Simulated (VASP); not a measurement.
## CsPbCl3: relaxation of cell and atoms with LDA

Crystal: CsPbCl3.

```
CELL_PARAMETERS angstrom
5.60500 0.00000 0.00000
0.00000 5.60500 0.00000
0.00000 0.00000 5.60500
ATOMIC_POSITIONS crystal
Cs 0.00000 0.00000 0.00000
Pb 0.50000 0.50000 0.50000
Cl 0.50000 0.50000 0.00000
Cl 0.00000 0.50000 0.50000
Cl 0.50000 0.00000 0.50000
```

```
Program                : VASP 6.6.1
Task                   : relaxation of cell and atoms
Functional             : LDA
Potentials or basis    : VASP PAW LDA potentials, release 64 (Cs_sv, Pb_d, Cl)
Cutoff                 : 600 eV
k mesh                 : 6 × 6 × 6
Occupations            : gaussian, width 0.03 eV
Spin                   : no spin polarisation
Further INCAR settings : ALGO = Normal; EDIFF = 1e-06; IBRION = 2; EDIFFG = -0.01; NSW = 90; ISIF = 3
```

- Relaxed volume: 33.74 Å³/atom
- Relaxed cell: a = 5.525 Å, b = 5.525 Å, c = 5.525 Å, α = 90.00°, β = 90.00°, γ = 90.00°
- Space group after relaxing (to 0.05 Å): Pm-3m (No. 221)
- Energy gained by relaxing: 5.6 meV/atom
- Ionic steps: 3
- Pressure after relaxing: 0.0 GPa
- Band gap on the k mesh: 1.51 eV, direct

The path:
```csv
step,energy change (eV),largest force (eV/Å),pressure (GPa),volume (Å³)
1,0.0000,0.0000,-1.16,176.09
2,-0.0274,0.0000,-0.17,169.65
3,-0.0279,0.0000,-0.01,168.68
```

Final structure:
```yaml
crystal:
  lattice:
    - [5.52528, 0.00000, 0.00000]
    - [0.00000, 5.52528, 0.00000]
    - [0.00000, 0.00000, 5.52528]
  atoms:
    - { symbol: Cs, position: [0.00000, 0.00000, 0.00000] }
    - { symbol: Pb, position: [0.50000, 0.50000, 0.50000] }
    - { symbol: Cl, position: [0.50000, 0.50000, 0.00000] }
    - { symbol: Cl, position: [0.00000, 0.50000, 0.50000] }
    - { symbol: Cl, position: [0.50000, 0.00000, 0.50000] }
```

Levels at points of the mesh, in eV from the valence-band top:
| k point | band 19 | band 20 | band 21 | band 22 | band 23 | band 24 | band 25 | band 26 |
| --- | --- | --- | --- | --- | --- | --- | --- | --- |
| (0.00, 0.00, 0.00) | -2.99 | -2.85 | -2.85 | -2.85 | 2.73 | 3.67 | 3.67 | 4.67 |
| (0.50, 0.00, 0.00) | -3.09 | -2.99 | -2.99 | -1.86 | 2.76 | 4.16 | 4.69 | 5.07 |
| (0.50, 0.50, 0.00) | -3.20 | -3.05 | -2.52 | -0.90 | 2.19 | 2.19 | 4.65 | 4.92 |
| (0.50, 0.50, 0.50) | -2.50 | -2.50 | -2.50 | 0.00 | 1.51 | 1.51 | 1.51 | 4.53 |

Run time: 2.1 min on 1 thread of AMD EPYC 9R45 (Zen 5), on a shared host, peak memory 0.3 GiB.

Caveat: spin-orbit coupling is left out, which as a rule narrows the gap of such compounds by several tenths of an eV. Zero-point motion and thermal expansion aren't in these numbers.
